The row for the 5,5,5 mesh looks wrong. Its energy lies only 0.2 meV/atom from that of the finest mesh, well inside a common tolerance of 1 meV/atom, yet its band gap is 2.033 eV where the finest mesh gives 1.877 eV. The coarser 4,4,4 mesh fails the same energy test and still comes within 0.01 eV of the final gap. A better energy has come with a worse gap.

Quantum ESPRESSO 7.5 plane-wave DFT for a fixed five-atom cell of tetragonal BaTiO3 (P4mm), with the PBE functional, SG15 PBE 1.2 norm-conserving pseudopotentials, a 952.4 eV wavefunction cutoff and no spin polarisation. The sweep value is the k-point mesh. Occupations use Methfessel-Paxton smearing of width 0.136 eV, and the energies compared are free energies.

```
sweep value  energy less tightest (meV/atom)  gap (eV)  force miss (eV/Å)  scf iterations
      1,1,1                           3148.8     0.234             21.129              33
      2,2,2                            124.9     1.612              1.912              12
      3,3,3                             14.0     2.086              0.367              12
      4,4,4                              2.1     1.869              0.081              13
      5,5,5                              0.2     2.033              0.018              13
      6,6,6                              0.1     1.877              0.004              13
      7,7,7                              0.0     1.971              0.001              12
      8,8,8                              0.0     1.877              0.000              13
   10,10,10                              0.0     1.877              0.000              13
```

An electron state in a crystal carries a wave vector k, which says how the phase of the wave changes from one unit cell to the next. The calculation samples these vectors on a regular grid, and the sweep value gives the number of divisions along each of the three axes, called n below. "Energy less tightest" is the energy relative to the 10,10,10 mesh. "Force miss" is the largest difference in any force component from that same mesh, so it measures the sampling error and not the force left on the atoms. The crystal is one fixed, slightly tetragonal cell of barium titanate, treated with the PBE functional.

The odd value at 5,5,5 belongs to a pattern. From 4,4,4 upward, every even mesh gives a gap within 0.01 eV of the final one. The odd meshes 3,3,3, 5,5,5 and 7,7,7 all give a gap that is too large, by 0.209, 0.156 and 0.094 eV. The material is a closed-shell insulator with a clear gap on all these meshes, so the alternation reflects how the states are sampled and not a switch between two electronic states.

The forces provide the control. If odd meshes were poor in general, the force miss would alternate as well. Instead it shrinks by a factor between 4.5 and 5.8 at each step from 2,2,2 to 7,7,7, whether the step leads to an odd or an even mesh (these factors use more digits of the same forces than the table prints). To the digits printed in the table, the energy error also never rises along the series. What separates the gap from these two quantities is the way it is taken from the sampled states.

Energy and forces depend on averages over all k. In an insulator the averaged quantity varies smoothly and periodically with k, so it can be written as a sum of waves, each tied to a distance between cells in the crystal. A grid with n divisions averages all these waves correctly except those tied to distances of n cells or multiples of n. Because electrons in an insulator respond only over short distances, those remaining waves are weak and fade roughly exponentially as n grows. Each extra division therefore removes a similar fraction of the error, which is the behaviour of the forces.

The gap is not an average. It is the distance between two extreme values found on the grid:

gap = lowest empty level on the mesh − highest filled level on the mesh

An average hardly notices when one special point is left out, because neighbouring points stand in for it. An extreme value is right only if the grid contains the point where the extreme occurs, or one very close to it. For given energy bands, leaving out that point can only make the gap too large.

The even meshes indicate where these points lie. Measure each component of k as a fraction of the repeat length in k space, and let the grid start at zero. The meshes 6,6,6, 8,8,8 and 10,10,10 then have only the fractions 0 and 1/2 in common, and their gaps agree to the last printed digit. The simplest reading is that both band edges sit at points built from these two fractions. Odd meshes contain 0 but never 1/2, so at least one edge must involve 1/2. A grid displaced by half a step would give these three meshes no common points, and their agreement would then be hard to understand.

The known bonding in perovskite oxides supplies the rest of the assignment. The lowest empty states are titanium 3d orbitals at the zone centre, where all fractions are 0. There, symmetry almost forbids them to mix with oxygen 2p orbitals, so they escape the upward push that such antibonding mixing causes elsewhere. The highest filled states are expected to be oxygen 2p orbitals at the zone corner, where all fractions are 1/2 and the phase reverses from each cell to the next. The output gives only the gaps and not the positions of the edges, but this assignment fits the pattern: every mesh here finds the conduction edge, and only the even ones find the valence edge.

This picture yields an estimate of how the gap should improve on odd meshes. The grid point nearest to the corner misses it by d = 1/(2n) along each axis. Close to its top, the valence band falls off as the square of the distance, with a curvature constant A that is the same for all meshes:

gap excess ≈ A d² = A/(4n²)

The ratio of two excesses then contains no unknown constant. From 5,5,5 to 7,7,7 it should be (5/7)² = 0.51, which turns the excess of 0.156 eV into 0.51 × 0.156 = 0.080 eV. The calculation gives 0.094 eV. The 5,5,5 value sets the scale here, while the 7,7,7 value is an independent comparison.

The estimate has the right size, but the true improvement is slower. In the other direction it fails clearly: for 3,3,3 it gives (5/3)² × 0.156 = 0.43 eV, about twice the computed 0.209 eV. A parabola falls without limit, whereas a real band has a finite width and bends over away from its top. An odd mesh also contains the zone centre, whose highest filled level limits how far the valence edge can be missed. If the 5,5,5 value already feels such limits, it sets too small a scale, and the estimate for 7,7,7 comes out too low. The electron density from the 3,3,3 mesh is itself still inaccurate, and the table does not separate that effect from the shape of the band.

The slow improvement makes a careless convergence test dangerous. Someone who tried only 3,3,3, 5,5,5 and 7,7,7 would see the gap change by −0.053 and then by −0.062 eV. Steps that do not shrink are a warning in themselves, and the error left at 7,7,7 is larger than the last step. The alternation is plain as soon as one mesh of the other parity is included. Neighbouring values of n are therefore a better test of a gap than a series of equal parity.

The two coarsest meshes fail in a different way, and the sign gives it away. Their gaps are too small, which a missed band edge would not produce if the energy bands themselves were correct. The bands must therefore have shifted. They depend on the electron density, which is built from the sampled states and fed back until it no longer changes. A poor sample thus yields a density that is self-consistent and still wrong.

The 2,2,2 mesh shows this error almost in isolation. Its grid consists only of the fractions 0 and 1/2, so on the assignment above it contains both band edges. Its gap is nevertheless 0.265 eV too small, and its force miss is still 1.912 eV/Å. At 4,4,4, where both edges are again included, the force miss has dropped to 0.081 eV/Å and the gap error has nearly vanished. Once the edges are on the grid, the gap settles along with the density.

The 1,1,1 mesh is the extreme case, with a gap of only 0.234 eV and an energy more than 3 eV/atom too high. It samples the zone centre alone, where titanium 3d and oxygen 2p orbitals hardly mix. The density built from this single point should therefore lack much of the covalent charge that the oxygen states share with titanium. With less electron charge around titanium, its empty 3d levels would sink towards the filled oxygen levels and close the gap. This argument fits both the high energy and the small gap, but the charge on titanium has not been examined to test it.

So small a gap can also disturb the way the levels are filled. Smearing spreads the occupation of levels over an energy range, which helps the calculation to settle. Half the gap on the 1,1,1 mesh is only 0.86 times the smearing width, against 6.9 times on the finest mesh, so a modest shift of the levels during the cycles can change how they are filled. Charge can then move back and forth between them from one cycle to the next. That is a plausible reason for the 33 cycles this mesh needed, where the others took 12 or 13.

The alternation belongs to the positions of the band edges and not to barium titanate as such. In magnesium oxide both edges lie at the zone centre, so odd and even grids that include the centre would both find them, and the odd-even pattern should be absent. The same would happen if the present cell were doubled along all three axes. The doubled cell folds the old zone corner onto the new zone centre, and odd meshes would then catch both edges. To guess the behaviour of a related crystal, one first asks where its band edges lie and then which grids contain those points.

For practical work, the two tasks are best separated. The mesh that produces the density should be chosen by energy and forces; here 5,5,5 meets 1 meV/atom, while a force tolerance of 5 meV/Å calls for 6,6,6. The gap should then be read from a grid that contains the band edges, or from a second calculation that keeps the density fixed and visits those points directly. Such a second step from the 5,5,5 density should come close to the final gap, since the less accurate 4,4,4 density already does.

Neither choice removes the error of the functional. PBE is known to place the empty levels of such oxides too close to the filled ones. The final value of 1.877 eV is thus converged with respect to the mesh and still well below the measured gap. The odd meshes from 3,3,3 on give gaps nearer to experiment, but for the wrong reason: they leave out a band edge, most likely the top of the valence band.
